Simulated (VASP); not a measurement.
The system is CdTe.

```xyz
2
Lattice="0.0000 3.2799 3.2799 3.2799 0.0000 3.2799 3.2799 3.2799 0.0000" Properties=species:S:1:pos:R:3 pbc="T T T"
Cd    0.0000    0.0000    0.0000
Te    1.6400    1.6400    1.6400
```

Base run:

| Property | Result |
| --- | --- |
| Program | VASP 6.6.1 |
| Functional | PBE |
| Potentials or basis | VASP PAW PBE potentials, release 64 (Cd, Te) |
| Cutoff | 520 eV |
| k mesh | 6 × 6 × 6 |
| Occupations | gaussian, width 0.01 eV |
| Spin | no spin polarisation |

Its results: band gap on the k mesh 0.66 eV, direct; pressure 1.1 GPa.

The run is repeated on the same cell with these changes: functional from PBE to HSE06; k mesh from 6 × 6 × 6 to 4 × 4 × 4. What comes out?

Band gap on the k mesh 1.44 eV, direct; pressure 0.2 GPa.

Several settings changed at once, so the effect can't be laid on one alone.

Caveats: spin-orbit coupling is left out, which moves the levels of the heavy elements; the PAW data sets were made with another functional, which shifts forces and pressure a little (some runs).

